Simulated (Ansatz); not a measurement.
# ZrC (Fm-3m) in Ansatz: further runs

One crystal, ZrC, is run at these levels: revPBE, BPBE+D4; tasks: density of states, band structure.

Everything below comes from runs of Ansatz 0.2.0. Logs are shortened: lines on timing, memory, paths and dates and some standing lists are left out, and cuts for length are marked.

## 1. The crystal as given

The structure is cubic, space group Fm-3m (No. 225). The conventional cell has a = 4.730 Å, b = 4.730 Å, c = 4.730 Å, α = 90.00°, β = 90.00°, γ = 90.00°. Around Zr (site symmetry m-3m) lie 6 C at 2.36 to 2.37 Å. Around C (site symmetry m-3m) lie 6 Zr at 2.36 to 2.37 Å.

## 2. Density of states, revPBE, spin-orbit coupling, no magnetisation

File input.yaml:

```yaml
crystal:
  lattice: { a: 4.73, b: 4.73, c: 4.73, alpha: 90.0, beta: 90.0, gamma: 90.0 }
  space_group: 225
  reduce_to_primitive: true
  atoms:
    - { symbol: Zr, wyckoff: "4b", position: [0.5, 0.0, 0.0] }
    - { symbol: C, wyckoff: "4a", position: [0.0, 0.0, 0.0] }
hamiltonian:
  xc: revpbe
  pseudopotentials: { kind: nc_fr }
magnetization:
  noncollinear: true
  spin_orbit: true
kpoints:
  mp_grid: { grid: [10, 10, 10] }
scf:
  occupations: { method: fermi_dirac, width: 0.1 }
  n_extra_bands: 6
output:
  forces: true
  stress: true
  eigenvalues: true
  dos: { projected: false, de: 0.05, nscf_kmesh: { grid: [15, 15, 15] } }
  write_density: true
  write_potential: true
  elf: true
  volumetric_format: npy
```

Potentials or basis: PseudoDojo standard (PBE files).

Launch:

```console
$ ansatz run input.yaml --threads 1 --pin off --max-ram 2560MiB --backend cpu --events-out ev --progress --plain --runs-dir out
```

Log:

```text
Warning: RAYON_NUM_THREADS=1 ignored (pool sized by the plan → 1); use --threads N
crystal.space_group: 225 is read as Fm-3m: the typed cell holds Zr4C4 (Zr 4b, C 4a). Least distances (Å): Zr–Zr 3.345, Zr–C 2.365, C–C 3.345
crystal.space_group generates its sites in this order, which a site index counts, at these fractional coordinates of the primitive cell where crystal.reduce_to_primitive is true, and else of the cell that is read (crystal.supercell repeats the list replica by replica, and crystal.defects acts on that): 0: Zr [0.500000, 0.500000, 0.500000]; 1: C [0.000000, 0.000000, 0.000000];
scf.n_extra_bands = 6 over 16 filled bands (N_el = 16.0): the run solves 22 bands
Engine: ansatz 0.2.0, aarch64-unknown-linux-gnu
Pseudopotentials: kind: nc_fr
Pseudopotential: Zr, nc_fr, valence charge 12, recommended cutoff 897.975746 eV (normal), Zr.nc_fr.azcp (PseudoDojo's, or run here from an input of PseudoDojo's: the run reads no file of this project's for it)
Pseudopotential: C, nc_fr, valence charge 4, recommended cutoff 1115.666836 eV (normal), C.nc_fr.azcp (PseudoDojo's, or run here from an input of PseudoDojo's: the run reads no file of this project's for it)
Functional definition: revPBE
  parameter kappa = 1.245
  parameter beta = 0.06672455060314922
  exchange = pbe_x(kappa = kappa, mu = beta*pi^2/3)
  correlation = pbe_c(beta = beta)
non-collinear run that drives no moment, with spin-orbit: no starting moment large enough to seed its density (crystal.atoms[].spin), no starting occupations that ask for one, no magnetisation constraint and no magnetic field, so the semilocal B_xc is pinned to zero
Crystal: 2 atoms, lattice volume = 26.456 Å³
Basis set: ecut = 1115.666836 eV, 2229 PW (Γ), exchange–correlation on 80×80×80 points (8 copies of the dense FFT grid, shifted against one another)
Bands: 22, of which v1, the nominal top of the filled ones, is band 16 counted from 1 (15 counted from 0)
Symmetry: 48 space group operations + 48 with time reversal
Magnetic group: BNS 225.117 (UNI 1619), of the structure as read, at distance tolerance 3.0e-5 Å
k-points: 47 of 1000
Projection manifold: j_resolved (fully-relativistic pseudo-atomic orbitals)
Non-local potential: Zr, projectors of the file, l = 0: 2, l = 1: 4, l = 2: 4
Non-local potential: C, projectors of the file, l = 0: 2, l = 1: 4
Initial density: superposition of atomic densities (chi_scale 0.1, normalization cell, long waves kept (reshape's long-wave potential 0.00 eV rms))
Initial wavefunctions: pseudopotential atomic-orbital guess
Functional: x = revpbe(κ = 1.245, μ = 0.2195149727645171), c = pbe(β = 0.06672455060314922)
SCF iter   1: F=—  HF=-1544.128890 eV  |F-HF|=—  |Δ(HF+E_count)|=         —  Δρ=8.83e-2  dr2=3.19e0  dr2_m=0.00e0 (ungated)  ethr=3.10e-3  |M|=0.00e0 ∫|m|=0.00e0 μB  |m|>n=0.0e0 m-floor=0.0e0 τ_xc=0.0e0  β_m=0.30  ⟨swp⟩=6.0  Hψ=2871  notcnv=0
preconditioner: auto → none  [metal: Δε(μ)=0.073 eV  Ē_g=17.461 eV  σ=0.100 eV  W_gap=0.18  n_scr=8 (ndim 8)  ℏωp=27.0 eV  f_vac=0.000  D(μ)=0.17/eV (n_scr^D=0)  sad-step TF]
SCF iter   2: F=—  HF=-1543.610091 eV  |F-HF|=—  |Δ(HF+E_count)|=   5.19e-1  Δρ=4.47e-2  dr2=7.92e-1  dr2_m=0.00e0 (ungated)  ethr=3.10e-3  |M|=0.00e0 ∫|m|=0.00e0 μB  |m|>n=0.0e0 m-floor=0.0e0 τ_xc=0.0e0  β_m=0.44  ⟨swp⟩=3.1  Hψ=1011  notcnv=0  defer=38
SCF iter   3: F=—  HF=-1543.469755 eV  |F-HF|=—  |Δ(HF+E_count)|=   1.40e-1  Δρ=1.26e-2  dr2=2.07e-2  dr2_m=0.00e0 (ungated)  ethr=3.10e-3  |M|=0.00e0 ∫|m|=0.00e0 μB  |m|>n=0.0e0 m-floor=0.0e0 τ_xc=0.0e0  β_m=0.65  ⟨swp⟩=2.9  Hψ=869  notcnv=0  defer=38
SCF iter   4: F=—  HF=-1543.474602 eV  |F-HF|=—  |Δ(HF+E_count)|=   4.85e-3  Δρ=1.78e-3  dr2=9.09e-4  dr2_m=0.00e0 (ungated)  ethr=1.29e-4  |M|=0.00e0 ∫|m|=0.00e0 μB  |m|>n=0.0e0 m-floor=0.0e0 τ_xc=0.0e0  β_m=0.60  ⟨swp⟩=1.6  Hψ=680  notcnv=0  defer=22
SCF iter   5: F=—  HF=-1543.474541 eV  |F-HF|=—  |Δ(HF+E_count)|=   6.11e-5  Δρ=3.05e-4  dr2=9.01e-6  dr2_m=0.00e0 (ungated)  ethr=5.68e-6  |M|=0.00e0 ∫|m|=0.00e0 μB  |m|>n=0.0e0 m-floor=0.0e0 τ_xc=0.0e0  β_m=0.68  ⟨swp⟩=2.1  Hψ=854  notcnv=0  defer=22
SCF iter   6: F=—  HF=-1543.474511 eV  |F-HF|=—  |Δ(HF+E_count)|=   3.00e-5  Δρ=7.30e-5  dr2=3.41e-7  dr2_m=0.00e0 (ungated)  ethr=5.63e-8  |M|=0.00e0 ∫|m|=0.00e0 μB  |m|>n=0.0e0 m-floor=0.0e0 τ_xc=0.0e0  β_m=0.84  ⟨swp⟩=2.2  Hψ=881  notcnv=0  defer=22
SCF iter   7: F=-1543.474511 eV  HF=-1543.474511 eV  |F-HF|=1.94e-8  |Δ(HF+E_count)|=   6.41e-8  Δρ=1.14e-5  dr2=2.43e-8  dr2_m=0.00e0 (ungated)  ethr=6.25e-10  |M|=0.00e0 ∫|m|=0.00e0 μB  |m|>n=0.0e0 m-floor=0.0e0 τ_xc=0.0e0  ⟨swp⟩=13.8  Hψ=4654  notcnv=0
SCF 1 converged in 7 iterations: F = -1543.474511 eV  dr2 = 2.43e-8
NSCF: frozen V_eff on 120 k-points
SCF converged after 7 iterations
Magnetization: |M| = 0.0000 μB,  M = (+0.0000, +0.0000, +0.0000) μB
Absolute magnetization: 0.0000 μB (∫|m|)
  site 0: m = (+0.0000, +0.0000, +0.0000) μB, |m| = 0.0000 μB  (R = 0.98 Å)
  site 1: m = (+0.0000, +0.0000, +0.0000) μB, |m| = 0.0000 μB  (R = 0.98 Å)
Free energy (F): -1543.474511 eV
Harris-Foulkes:  -1543.474511 eV  (|F-HF|=1.94e-8)
Internal energy: -1543.463269 eV  (E = F + TS)
E sigma→0 (E₀):  -1543.468890 eV
Entropy (-TS):   -0.011242 eV (-5.621 meV/atom)
Fermi energy:    14.722298 eV
--- Per-component energies (eV) ---
  E_band       = -52.022510
  E_kinetic    = 499.545266
  E_local      = -749.939246  (includes V_loc(G=0)·N_el)
  E_nonlocal   = 140.531599
  E_hartree    = 173.730888
  E_xc         = -331.467949
  E_vxc        = -289.618360  (∫ρ·V_xc dr)
  E_ewald      = -1275.863827
  E_smearing   = -0.011242  (= −TS)
  E_closure    = -0.000000  (closes the sum)
  Σ components = -1543.474511   (vs F -1543.474511, Δ=0.00e0)
--- Forces (eV/Å), atoms counted from 1 ---
  atom   1  Zr     0.00000000    -0.00000000    -0.00000000
  atom   2  C     -0.00000000    -0.00000000     0.00000000
  max |Σ_I F_I| component: 3.32e-30 eV/Å
--- Stress (GPa, compression-positive) ---
       -0.754198       0.000000      -0.000000
        0.000000      -0.754198      -0.000000
       -0.000000      -0.000000      -0.754198
  P = ⅓ Tr σ = -0.7542 GPa (-7.542 kbar)
--- Band table (eV; the first three rows and the last of 47) ---
  k-point 0: bands = ["-33.5096", "-33.5096", "-12.4548", "-12.4548", "-10.6608", "-10.6608", "-10.6608", "-10.6608", "3.4650", "3.4650", "15.6031", "15.6031", "15.6624", "15.6624", "15.6624", "15.6624", "15.7973", "15.7973", "15.7973", "15.7973", "15.8708", "15.8708"]
  k-point 1: bands = ["-33.5009", "-33.5009", "-12.4827", "-12.4827", "-10.7206", "-10.7206", "-10.6683", "-10.6683", "3.6827", "3.6827", "14.3640", "14.3640", "14.6509", "14.6509", "14.6555", "14.6555", "16.1810", "16.1810", "16.1848", "16.1848", "16.6126", "16.6126"]
  k-point 2: bands = ["-33.4779", "-33.4779", "-12.5604", "-12.5604", "-10.8667", "-10.8667", "-10.6878", "-10.6878", "4.2825", "4.2825", "12.7875", "12.7875", "13.4777", "13.4777", "13.4892", "13.4892", "16.8175", "16.8175", "16.8186", "16.8186", "17.1746", "17.1746"]
  k-point 46: bands = ["-33.3866", "-33.3866", "-12.8190", "-12.8190", "-11.1722", "-11.1722", "-11.0157", "-11.0157", "5.2238", "5.2238", "12.3043", "12.3043", "12.3538", "12.3538", "12.4752", "12.4752", "17.1016", "17.1016", "18.7594", "18.7594", "20.2512", "20.2512"]
```

Wall time 42 s (1 thread of Arm Neoverse V1, shared host); peak memory 0.57 GiB.

Results:

```yaml
Free_energy: -1543.4745 eV
Pressure: -0.8 GPa
Band_gap_on_the_k_mesh: none (metal or under the smearing width)
Density_of_states_at_the_Fermi_level: 0.21 states/eV per cell
```

Levels at points of the mesh, in eV from the Fermi level:
| k point | band 14 | band 15 | band 16 | band 17 | band 18 | band 19 |
| --- | --- | --- | --- | --- | --- | --- |
| (0.00, 0.00, 0.00) | 0.94 | 0.94 | 0.94 | 1.08 | 1.08 | 1.08 |
| (0.00, 0.00, -0.50) | -2.89 | -2.87 | -2.87 | 4.39 | 4.39 | 4.40 |
| (0.00, -0.50, -0.50) | -1.69 | -0.03 | -0.03 | 0.08 | 0.08 | 4.35 |

States per cell in windows of 0.5 eV (zero at the Fermi level; states under -8 eV left out):
| from (eV) | total |
| --- | --- |
| -8.0 | 0.00 |
| -7.5 | 0.00 |
| -7.0 | 0.00 |
| -6.5 | 0.00 |
| -6.0 | 0.00 |
| -5.5 | 0.01 |
| -5.0 | 0.12 |
| -4.5 | 0.31 |
| -4.0 | 0.51 |
| -3.5 | 0.50 |
| -3.0 | 0.67 |
| -2.5 | 2.00 |
| -2.0 | 0.92 |
| -1.5 | 0.47 |
| -1.0 | 0.30 |
| -0.5 | 0.15 |
| 0.0 | 0.15 |
| 0.5 | 0.20 |
| 1.0 | 0.29 |
| 1.5 | 0.33 |
| 2.0 | 0.38 |
| 2.5 | 0.48 |
| 3.0 | 0.50 |
| 3.5 | 0.62 |
| 4.0 | 0.89 |
| 4.5 | 0.98 |
| 5.0 | 1.04 |
| 5.5 | 0.15 |
| 6.0 | 0.00 |
| 6.5 | 0.00 |
| 7.0 | 0.00 |
| 7.5 | 0.00 |

Caveat: the potentials were made for another functional, which shifts forces and pressure.

## 3. Band structure, BPBE+D4, spin-orbit coupling, no magnetisation (volume scaled by 0.92)

File input.yaml:

```yaml
crystal:
  lattice:
    - [0.0, 2.300172574, 2.300172574]
    - [2.300172574, 0.0, 2.300172574]
    - [2.300172574, 2.300172574, 0.0]
  atoms:
    - { symbol: Zr, position: [0.5, 0.5, 0.5] }
    - { symbol: C, position: [0.0, 0.0, 0.0] }
hamiltonian:
  xc: { exchange: b88, correlation: pbe }
  pseudopotentials: { kind: nc_fr }
  dispersion: d4
magnetization:
  noncollinear: true
  spin_orbit: true
kpoints:
  mp_grid: { grid: [10, 10, 10] }
  band_path:
    path:
      - [[0.0, 0.0, 0.0], [0.5, 0.0, 0.5], [0.5, 0.25, 0.75], [0.375, 0.375, 0.75], [0.0, 0.0, 0.0], [0.5, 0.5, 0.5], [0.625, 0.25, 0.625], [0.5, 0.25, 0.75], [0.5, 0.5, 0.5], [0.375, 0.375, 0.75]]
      - [[0.625, 0.25, 0.625], [0.5, 0.0, 0.5]]
    npoints: 14
scf:
  occupations: { method: methfessel_paxton, width: 0.1 }
  n_extra_bands: 6
output:
  forces: true
  stress: true
  eigenvalues: true
  fatbands: false
```

Potentials or basis: PseudoDojo standard (PBE files).

Launch:

```console
$ ansatz run input.yaml --threads 1 --pin off --max-ram 2560MiB --backend cpu --events-out ev --progress --plain --runs-dir out
```

Log:

```text
Warning: the engine holds no damping parameters fitted to this dispersion correction and functional, so the run takes those fitted to blyp (hamiltonian.dispersion, under Limitations)
Warning: RAYON_NUM_THREADS=1 ignored (pool sized by the plan → 1); use --threads N
scf.n_extra_bands = 6 over 16 filled bands (N_el = 16.0): the run solves 22 bands
Engine: ansatz 0.2.0, aarch64-unknown-linux-gnu
Pseudopotentials: kind: nc_fr
Pseudopotential: Zr, nc_fr, valence charge 12, recommended cutoff 897.975746 eV (normal), Zr.nc_fr.azcp (PseudoDojo's, or run here from an input of PseudoDojo's: the run reads no file of this project's for it)
Pseudopotential: C, nc_fr, valence charge 4, recommended cutoff 1115.666836 eV (normal), C.nc_fr.azcp (PseudoDojo's, or run here from an input of PseudoDojo's: the run reads no file of this project's for it)
Functional definition: unnamed
  exchange = b88_x
[... 49 lines left out ...]
  Σ components = -1545.170440   (vs F -1545.170440, Δ=0.00e0)
--- Forces (eV/Å), atoms counted from 1 ---
  atom   1  Zr     0.00000000    -0.00000000     0.00000000
  atom   2  C     -0.00000000     0.00000000    -0.00000000
  max |Σ_I F_I| component: 2.63e-29 eV/Å
--- Stress (GPa, compression-positive) ---
       10.451840      -0.000000      -0.000000
        0.000000      10.451840      -0.000000
       -0.000000       0.000000      10.451840
  P = ⅓ Tr σ = 10.4518 GPa (104.518 kbar)
--- Band table (eV; the first three rows and the last of 47) ---
  k-point 0: bands = ["-31.7748", "-31.7748", "-10.6743", "-10.6743", "-8.8854", "-8.8854", "-8.8854", "-8.8854", "4.5523", "4.5523", "16.9894", "16.9894", "17.0557", "17.0557", "17.0557", "17.0557", "17.1592", "17.1592", "17.1592", "17.1592", "17.2317", "17.2317"]
  k-point 1: bands = ["-31.7620", "-31.7620", "-10.7132", "-10.7132", "-8.9678", "-8.9678", "-8.8951", "-8.8951", "4.8039", "4.8039", "15.6691", "15.6691", "15.9584", "15.9584", "15.9607", "15.9607", "17.5826", "17.5826", "17.5867", "17.5867", "18.0633", "18.0633"]
  k-point 2: bands = ["-31.7281", "-31.7281", "-10.8242", "-10.8242", "-9.1636", "-9.1636", "-8.9203", "-8.9203", "5.4892", "5.4892", "14.0301", "14.0301", "14.6865", "14.6865", "14.6965", "14.6965", "18.2910", "18.2910", "18.2913", "18.2913", "18.6904", "18.6904"]
  k-point 46: bands = ["-31.5930", "-31.5930", "-11.1742", "-11.1742", "-9.5755", "-9.5755", "-9.3656", "-9.3656", "6.3565", "6.3565", "13.5077", "13.5077", "13.6617", "13.6617", "13.8467", "13.8467", "18.6183", "18.6183", "20.4464", "20.4464", "22.2007", "22.2007"]
```

bands.tsv:

```text
[... 163 lines left out ...]
```

Run time: 38 s. Hardware: 1 thread of Arm Neoverse V1, shared host; peak memory 0.51 GiB.

Results:

```yaml
Free_energy: -1545.1704 eV
Pressure: 10.5 GPa
Band_gap_on_the_k_mesh: none (metal or under the smearing width)
```

Levels at the corners of the path, in eV from the Fermi level:
| point | band 14 | band 15 | band 16 | band 17 | band 18 | band 19 |
| --- | --- | --- | --- | --- | --- | --- |
| Γ | 0.95 | 0.95 | 0.95 | 1.06 | 1.06 | 1.06 |
| X | -1.97 | 0.05 | 0.05 | 0.18 | 0.18 | 4.76 |
| W | -2.46 | -2.30 | -2.30 | 3.44 | 3.44 | 3.45 |
| K | -2.26 | -1.68 | -1.68 | 1.54 | 1.54 | 5.21 |
| Γ | 0.95 | 0.95 | 0.95 | 1.06 | 1.06 | 1.06 |
| L | -3.20 | -3.18 | -3.18 | 4.80 | 4.80 | 4.81 |
| U | -2.26 | -1.68 | -1.68 | 1.54 | 1.54 | 5.21 |
| W | -2.46 | -2.30 | -2.30 | 3.44 | 3.44 | 3.45 |
| L | -3.20 | -3.18 | -3.18 | 4.80 | 4.80 | 4.81 |
| K | -2.26 | -1.68 | -1.68 | 1.54 | 1.54 | 5.21 |
| U | -2.26 | -1.68 | -1.68 | 1.54 | 1.54 | 5.21 |
| X | -1.97 | 0.05 | 0.05 | 0.18 | 0.18 | 4.76 |

Caveat: the potentials were made for another functional, which shifts forces and pressure; pairwise dispersion overbinds metals, which lowers pressure and volume; the dispersion damping was fitted for another functional or another form of the correction.

## 4. The reference run

An earlier run on the cell as given: functional PBE; potentials or basis Ansatz PAW; cutoff 420 eV (not typed: the program's choice for these potentials); k mesh 10 × 10 × 10; occupations fermi-dirac, width 0.05 eV; no spin polarisation.

* Pressure: -2.9 GPa
* Band gap on the k mesh: none (metal or under the smearing width)

## 5. Summary

```csv
task,level,potentials or basis,spin,cell,cutoff (eV),smearing,points for each segment of the path,gap on the mesh (eV),pressure (GPa)
density of states,revPBE,PseudoDojo standard (PBE files),"SOC, no magnetisation",as given,1116,fermi-dirac 0.1 eV,-,none,-0.8
band structure,BPBE+D4,PseudoDojo standard (PBE files),"SOC, no magnetisation",volume scaled by 0.92,1116,methfessel-paxton 0.1 eV,14,none,10.5
single point,PBE,Ansatz PAW,off,as given,420,fermi-dirac 0.05 eV,-,none,-2.9
```

Alike in all rows: k mesh 10 × 10 × 10.

Caveats: the potentials were made for another functional, which shifts forces and pressure (some runs); pairwise dispersion overbinds metals, which lowers pressure and volume (some runs); the dispersion damping was fitted for another functional or another form of the correction (some runs).

Absolute energies hang on the potentials; compare differences alone.
